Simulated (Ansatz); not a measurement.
**HfB under pressure**

Theory: Ansatz 0.2.0, DFT PBE, scalar-relativistic, plane waves, PAW. Settings: 420 eV cutoff, 16×16×16 k-mesh, Gaussian smearing of 0.10 eV, no spin polarisation.

The relaxed crystal:

```
Hf B
1.0
     0.00000    2.41690    2.41690
     2.41690    0.00000    2.41690
     2.41690    2.41690    0.00000
Hf B
1 1
Direct
  0.50000 0.50000 0.50000
  0.00000 0.00000 0.00000
```

Cell and atoms are relaxed at each pressure within the symmetry of the start, at zero temperature, so transitions that lower the symmetry aren't seen. The k-mesh given is that at zero pressure and may differ at others. a, b and c are the lengths of the cell vectors above.

Spin–orbit coupling is left out, which can shift energies with elements as heavy as these.

| P (GPa) | V (Å³/atom) | V/V0 | a (Å) | b (Å) | c (Å) |
| --- | --- | --- | --- | --- | --- |
| -3 | 14.38 | 1.019 | 3.439 | 3.439 | 3.439 |
| 0 | 14.12 | 1.000 | 3.418 | 3.418 | 3.418 |
| 3 | 13.88 | 0.983 | 3.399 | 3.399 | 3.399 |
| 8 | 13.52 | 0.958 | 3.369 | 3.369 | 3.369 |
| 15 | 13.08 | 0.926 | 3.332 | 3.332 | 3.332 |
| 30 | 12.32 | 0.872 | 3.266 | 3.266 | 3.266 |
| 60 | 11.23 | 0.795 | 3.167 | 3.167 | 3.167 |

(1) What bulk modulus and pressure derivative fit these points?

Answers

(1) A third-order Birch–Murnaghan fit gives B0 = 170 GPa and B0' = 3.8.